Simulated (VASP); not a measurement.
Input of a VASP 6.6.1 run:

Contents of POSCAR:

```
C
1.0
    0.0000000000      1.7833700000      1.7833700000
    1.7833700000      0.0000000000      1.7833700000
    1.7833700000      1.7833700000      0.0000000000
C
2
Direct
    0.7500000000      0.7500000000      0.7500000000
    0.5000000000      0.5000000000      0.5000000000
```

INCAR.step1

```
SYSTEM = C
PREC = Accurate
ENCUT = 600
EDIFF = 1E-8
ISMEAR = -1
SIGMA = 0.05
LREAL = .False.
LASPH = .True.
NELM = 80
ALGO = Fast
ISIF = 3
LWAVE = .False.
LCHARG = .False.
GGA = PE
IBRION = 2
NSW = 40
EDIFFG = -0.002
```

Contents of INCAR.step2:

```
SYSTEM = C
PREC = Accurate
ENCUT = 600
EDIFF = 1E-8
ISMEAR = -1
SIGMA = 0.05
LREAL = .False.
LASPH = .True.
NELM = 80
ALGO = Fast
ISIF = 2
LWAVE = .False.
LCHARG = .False.
GGA = PE
IBRION = 6
NFREE = 2
POTIM = 0.015
NSW = 1
```

The input KPOINTS:

```
regular mesh
0
Gamma
  10 10 10
  0 0 0
```

Potentials or basis: VASP PAW PBE potentials, release 64 (C).

Command:

```console
$ cat potpaw_PBE.64/C/POTCAR > POTCAR
$ cp INCAR.step1 INCAR
$ mpirun -np 1 vasp_std > vasp.out
$ cp CONTCAR POSCAR
$ cp INCAR.step2 INCAR
$ mpirun -np 1 vasp_std > vasp.out
```

Problem. What does it give for the highest phonon frequency at Γ?

Solution. 1293 cm⁻¹.

Problem. Predict the relaxed cell.

Solution. a = 2.525 Å, b = 2.525 Å, c = 2.525 Å, α = 60.00°, β = 60.00°, γ = 60.00°.

Problem. What does it give for the relaxed volume?

Solution. 5.69 Å³/atom.

Problem. Predict the space group after relaxing (to 0.05 Å).

Solution. Fd-3m (No. 227).

Phonon frequencies in cm⁻¹ (negative: imaginary):
| q point | frequencies |
| --- | --- |
| (0.000, 0.000, 0.000) | 0 0 0 1293 1293 1293 |
